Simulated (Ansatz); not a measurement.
# Straining TiO2 (P3_121): density functionals against G0W0, part 3 of 3

Wanted: gap changes of TiO2 (P3_121) under several strains (per length; ions relaxed at each).

Ansatz 0.2.0; a semilocal functional, HSE06 and G0W0, plane waves, PAW. Known limits of the many-body steps: not at the basis limit; coarse k mesh.

So far. Step 20 (Biaxial in xy -3.0 %: G0W0): The gap on the mesh goes from 3.62 eV to 5.90 eV, a correction of +2.28 eV. Between the two edge states, bare exchange in place of the xc potential would open the gap by 13.37 eV, and correlation takes back 11.10 eV. Step 21 (Biaxial in xy -3.0 %: HSE06): The gap stands +1.77 eV against LDA.

### 23. Uniaxial along x +1.5 %: LDA

input.yaml

```yaml
crystal:
  lattice:
    - [5.370365, 0.0, 0.0]
    - [-2.6851825, 4.5821404114, 0.0]
    - [0.0, 0.0, 6.133]
  atoms:
    - { symbol: Ti, position: [0.4617193665, 0.0, 0.3333333333] }
    - { symbol: Ti, position: [-0.000900551, 0.4588327269, 0.6673999799] }
    - { symbol: Ti, position: [0.5402667221, 0.5411672731, -0.0007333132] }
    - { symbol: O, position: [0.417997672, 0.2878169008, 0.2233768557] }
    - { symbol: O, position: [0.7137675819, 0.1249090837, 0.5564110829] }
    - { symbol: O, position: [0.8685379606, 0.5889659821, 0.8845498847] }
    - { symbol: O, position: [0.2795719785, 0.4110340179, 0.782116782] }
    - { symbol: O, position: [0.1301807712, 0.7121830992, 0.4432898109] }
    - { symbol: O, position: [0.5888584983, 0.8750909163, 0.1102555837] }
kpoints:
  mp_grid: { grid: [6, 6, 4] }
  band_path:
    path:
      - [0.0, 0.0, 0.0]
      - [0.5, 0.0, 0.0]
      - [0.33333333, 0.33333333, 0.0]
      - [0.0, 0.0, 0.5]
      - [0.5, 0.0, 0.5]
      - [0.33333333, 0.33333333, 0.5]
    npoints: 1
hamiltonian:
  xc: lda
  pseudopotentials: { kind: paw, azcp: { folder: soft_1 }, xc_functional: pbe }
scf:
  occupations: { method: fermi_dirac, width: 0.02 }
  n_extra_bands: 7
output:
  eigenvalues: true
  forces: true
  stress: true
```

The run is started by

```sh
$ ansatz run input.yaml --threads 3 --pin off --max-ram 92160MiB --backend cuda --events-out ev --progress --plain --runs-dir out --devices 1 --max-vram 13GiB
```

It took 16 s on 1 × NVIDIA H100 80GB HBM3 (shared by 6 runs) with 3 threads of AMD EPYC 7R13 (Zen 3), shared host; peak memory 0.93 GiB; 8.2 s of CPU time.

This step gave:

* pressure: -0.008305 GPa
* gap: 3.648 eV
* valence top at: k = (0.000, -0.500, 0.000)
* conduction bottom at: A
* least direct gap: 3.699 eV

The gap is indirect, with the least direct gap 0.05 eV higher.

### 24. Uniaxial along x +1.5 %: G0W0

This step: G0W0 on LDA, plane waves, PAW; PAW set soft_1.

input.yaml, the sections that differ from step 23:

```yaml
kpoints:
  mp_grid: { grid: [6, 6, 2] }
scf:
  occupations: { method: fixed }
gw:
  n_empty_bands: 559
  ecut_chi: 140
  qp_bands: [v3, c3]
  qp_kpoints: band_edges
  screening: { model: contour_deformation }
# crystal, hamiltonian: as in step 23
# output: removed
```

The job ended after 2.4 min (1 × NVIDIA H100 80GB HBM3 (shared by 6 runs) with 3 threads; peak memory 3.1 GiB; 4.2 min of CPU time).

This step gave:

```yaml
bands_summed: 595
rpa_eps_infinity_on_this_mesh_eigenvalues: 3.643, 3.685, 4.051
plane_waves_in_the_screening_matrix: 563
g0w0_gap_on_the_mesh: 5.969 eV
k_of_the_valence_top: 0, -0.5, 0
k_of_the_conduction_bottom: 0, 0, -0.5
starting_gap_on_the_mesh: 3.648 eV
least_direct_g0w0_gap_on_the_computed_points: 6.027 eV
```

The gap on the mesh goes from 3.65 eV to 5.97 eV, a correction of +2.32 eV. Between the two edge states, bare exchange in place of the xc potential would open the gap by 13.38 eV, and correlation takes back 11.06 eV.

### 25. Uniaxial along x +1.5 %: HSE06

This step: DFT, HSE06, plane waves, PAW; PAW set soft_1.

Changes to input.yaml since step 24:

```diff
@@ -17,12 +17,22 @@
   mp_grid: { grid: [6, 6, 2] }
+  band_path:
+    path:
+      - [0.0, 0.0, 0.0]
+      - [0.5, 0.0, 0.0]
+      - [0.33333333, 0.33333333, 0.0]
+      - [0.0, 0.0, 0.5]
+      - [0.5, 0.0, 0.5]
+      - [0.33333333, 0.33333333, 0.5]
+    npoints: 1
 hamiltonian:
-  xc: lda
-  pseudopotentials: { kind: paw, azcp: { folder: soft_1 }, xc_functional: pbe }
+  xc: hse06
+  pseudopotentials: { kind: paw, azcp: { folder: soft_1 } }
 scf:
   occupations: { method: fixed }
-gw:
-  n_empty_bands: 559
-  ecut_chi: 140
-  qp_bands: [v3, c3]
-  qp_kpoints: band_edges
-  screening: { model: contour_deformation }
+  n_extra_bands: 7
+output:
+  eigenvalues: true
+  write_density: true
+  write_potential: true
+  elf: true
+  volumetric_format: npy
```

Wall time 47 s (1 × NVIDIA H100 80GB HBM3 (shared by 6 runs) with 3 threads); peak memory 1.7 GiB; 61 s of CPU time.

This step gave:

| Quantity | Value |
| --- | --- |
| gap | 5.408 eV |
| valence top at | k = (0.000, -0.500, 0.000) |
| conduction bottom at | A |
| least direct gap | 5.455 eV |

The gap stands +1.76 eV against LDA.

### 26. Gaps under strain

Gaps in eV; G0W0 is the start's gap plus the shift on one mesh and one count of bands for all cells.

```tsv
strain	LDA	G0W0@LDA	HSE06	change, LDA	change, G0W0@LDA	change, HSE06
unstrained	3.65	5.96	5.41	-	-	-
hydrostatic -0.5 %	3.65	5.96	5.42	−0.0003	−0.007	+0.001
hydrostatic +2.0 %	3.64	5.97	5.39	−0.015	+0.007	−0.023
uniaxial along z -1.5 %	3.66	5.97	5.42	+0.006	+0.002	+0.008
biaxial in xy -3.0 %	3.62	5.90	5.39	−0.029	−0.067	−0.026
uniaxial along x +1.5 %	3.65	5.97	5.41	−0.004	+0.004	−0.006
```

### 27. Outcome

```yaml
unstrained: LDA 3.65, G0W0@LDA 5.96, HSE06 5.41 eV
hydrostatic_minus_0p5: LDA 3.65, G0W0@LDA 5.96, HSE06 5.42 eV
hydrostatic_plus_2p0: LDA 3.64, G0W0@LDA 5.97, HSE06 5.39 eV
uniaxial_along_z_minus_1p5: LDA 3.66, G0W0@LDA 5.97, HSE06 5.42 eV
biaxial_in_xy_minus_3p0: LDA 3.62, G0W0@LDA 5.90, HSE06 5.39 eV
uniaxial_along_x_plus_1p5: LDA 3.65, G0W0@LDA 5.97, HSE06 5.41 eV
```

Hydrostatic -0.5 %: the G0W0@LDA gap changes by under 0.03 eV, which these settings can't resolve. Hydrostatic +2.0 %: the G0W0@LDA gap changes by under 0.03 eV, which these settings can't resolve. Uniaxial along z -1.5 %: the G0W0@LDA gap changes by under 0.03 eV, which these settings can't resolve. Biaxial in xy -3.0 %: the G0W0@LDA gap changes by −0.07 eV. The slope for biaxial xy strain is +0.022 eV for each per cent, between biaxial in xy -3.0 % and unstrained. LDA misses the unstrained G0W0@LDA gap by −2.31 eV but its changes by 0.038 eV at most. HSE06 misses the unstrained G0W0@LDA gap by −0.55 eV but its changes by 0.041 eV at most. Levels are read on the mesh, at the zone's corners and at the band edges found on the unstrained path, so a valley that moves off them is missed. The count of screening plane waves jumps between cells, which leaves noise of a few hundredths of an eV in G0W0. The 6×6×2 mesh is coarse for this cell (its supercell is 12 Å along the shortest edge). The RPA ε∞ on it, from the LDA start, is 3.68 and 4.10; such meshes misread the long-range screening, most where the gap is narrow.

[Paths, hosts, dates, memory and timing lines, banners, echoed tables and standing remarks are left out of the program output.]

[Logs are printed without paths, hosts, clocks, repeated set-up lines and the standing remarks that a program may print on its own settings, such as how far it seeks lower states.]

[Runs of the session that timed out or met a known fault of the program may be left out.]

[Cells called generated may have been cut or substituted from an entry of the Crystallography Open Database or the Materials Project.]

[Hosts, paths, dates, database ids (printed as entryN), source tags and the programs' standing remarks are cut or masked in the printed files.]
